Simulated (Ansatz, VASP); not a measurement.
BN in VASP and in Ansatz

File INCAR:

```
SYSTEM = BN
  PREC = Accurate
  ENCUT = 520
  EDIFF = 1E-6
  ISMEAR = -1
  SIGMA = 0.08
  LREAL = .False.
  LASPH = .True.
  NELM = 60
  ALGO = Normal
  ISIF = 2
  LWAVE = .False.
  LCHARG = .False.
  GGA = PS
  NBANDS = 11
```

Contents of KPOINTS:

```
regular mesh
0
Gamma
  17 17 17
  0 0 0
```

POSCAR

```
BN
1.0
    0.0000000000      1.6735939367      1.6735939367
    1.6735939367      0.0000000000      1.6735939367
    1.6735939367      1.6735939367      0.0000000000
B N
1 1
Direct
    0.0000000000      0.0000000000      0.0000000000
    0.2500000000      0.2500000000      0.2500000000
```

Input for Ansatz:

```yaml
crystal:
  lattice:
    - [0.0, 1.6735939367, 1.6735939367]
    - [1.6735939367, 0.0, 1.6735939367]
    - [1.6735939367, 1.6735939367, 0.0]
  atoms:
    - { symbol: B, position: [0.0, 0.0, 0.0] }
    - { symbol: "N", position: [0.25, 0.25, 0.25] }
kpoints:
  mp_grid: { grid: [17, 17, 17] }
scf:
  occupations: { method: fermi_dirac, width: 0.08 }
hamiltonian:
  xc: pbesol
  pseudopotentials: { kind: all_electron, lapw: { basis_error: 0.001 } }
output:
  forces: true
  stress: true
  eigenvalues: true
  populations: true
```

Change from the starting cell: volume scaled by 0.8, LAPW.

Alike in both runs: task single point; functional PBEsol; k mesh 17 × 17 × 17; occupations fermi-dirac, width 0.08 eV; no spin polarisation.

|  | VASP | Ansatz |
| --- | --- | --- |
| version | VASP 6.6.1 | Ansatz 0.2.0 |
| potentials or method | VASP PAW PBE potentials, release 64 (B, N) | all-electron LAPW, scalar-relativistic |
| plane-wave cutoff (eV) | 520 | see its input |

|  | VASP | Ansatz | Ansatz less VASP |
| --- | --- | --- | --- |
| gap on the k mesh at the Fermi level (eV) | 4.54 | 4.56 | +0.018 |
| pressure (GPa) | 130.3 | 128.8 | -1.50 |

Ansatz ran all-electron here, so the differences hold the error of VASP's frozen core and of both bases.

Caveats: the cell as given lies far from equilibrium; so large a pressure means that the cell lies far from this level's equilibrium, or that cutoff or potentials fall short (VASP); the potentials were made for another functional, which shifts forces and pressure (VASP); an odd mesh through Γ misses points on the zone boundary, where band edges often lie.
